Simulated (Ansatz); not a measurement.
```
Ce O
1.0
     0.00000    2.55704    2.55704
     2.55704    0.00000    2.55704
     2.55704    2.55704    0.00000
Ce O
1 2
Direct
  0.00000 0.00000 0.00000
  0.25000 0.25000 0.25000
  0.75000 0.75000 0.75000
```

RPA correlation and exact exchange on PBE orbitals, JTH PAW set (Ansatz); 4×4×4 mesh, wave cutoff 700 eV, correlation extrapolated to infinite response cutoff from cutoffs up to 280 eV, 24 electrons, all correlated, 229 empty bands, long-wavelength term: optical limit. No spin-orbit coupling. The band count ends below the top response cutoff.

The cell is then scaled evenly to 1.128 times this volume.

Energy change of the cell: PBE -1.018 eV (mean pressure +38.2 GPa).

Problem. What change follows for the Hartree-Fock expression on these orbitals, RPA correlation and the RPA total?

Solution. The Hartree-Fock expression on these orbitals: -0.895 eV (mean pressure +33.6 GPa). RPA correlation: -0.128 eV (mean pressure +4.8 GPa). The RPA total: -1.023 eV (mean pressure +38.4 GPa).

This ran on a trial build of the method. The cell is a model at fixed atoms and needn't be the relaxed known crystal. The correlation step scatters with the plane-wave count, here by about 0.01 eV. The mesh is coarse, so these steps aren't converged.
